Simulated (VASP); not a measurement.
C: relaxation of cell and atoms with LDA

C:

```xyz
4
Lattice="2.4473 0.0000 0.0000 -1.2236 2.1194 0.0000 0.0000 0.0000 6.6133" Properties=species:S:1:pos:R:3 pbc="T T T"
C     0.0000    0.0000    4.9599
C     0.0000    0.0000    1.6533
C     0.0000    1.4129    4.9599
C     1.2236    0.7065    1.6533
```

```
Program                : VASP 6.6.1
Task                   : relaxation of cell and atoms
Functional             : LDA
Potentials or basis    : VASP PAW LDA potentials, release 64 (C)
Cutoff                 : 520 eV
k mesh                 : 15 × 15 × 6
Occupations            : gaussian, width 0.02 eV
Spin                   : no spin polarisation
Further INCAR settings : ALGO = Normal; EDIFF = 1e-07; IBRION = 2; EDIFFG = -0.002; NSW = 80; ISIF = 3
```

- Pressure after relaxing: 0.0 GPa
- Band gap on the k mesh: none (metal or under the smearing width)

Final structure:
```
C
1.0
     2.44729    0.00000    0.00000
    -1.22364    2.11941    0.00000
     0.00000    0.00000    6.61326
C
4
Cartesian
  0.0000 0.0000 4.9599
  0.0000 0.0000 1.6533
  0.0000 1.4129 4.9599
  1.2236 0.7065 1.6533
```

Levels at points of the mesh, in eV from the Fermi level:
| k point | band 6 | band 7 | band 8 | band 9 | band 10 | band 11 |
| --- | --- | --- | --- | --- | --- | --- |
| (0.00, 0.00, 0.00) | -2.98 | -2.96 | -2.96 | 3.95 | 8.44 | 8.46 |
| (0.00, 0.00, 0.50) | -2.97 | -2.97 | -2.97 | 6.73 | 6.73 | 8.46 |

Run time: 5.9 s on 4 MPI ranks on Intel(R) Xeon(R) Platinum 8488C (Sapphire Rapids), with other jobs on the host, peak memory 0.14 GiB a rank.

Caveat: the relaxation stopped at its first step, so nothing moved.
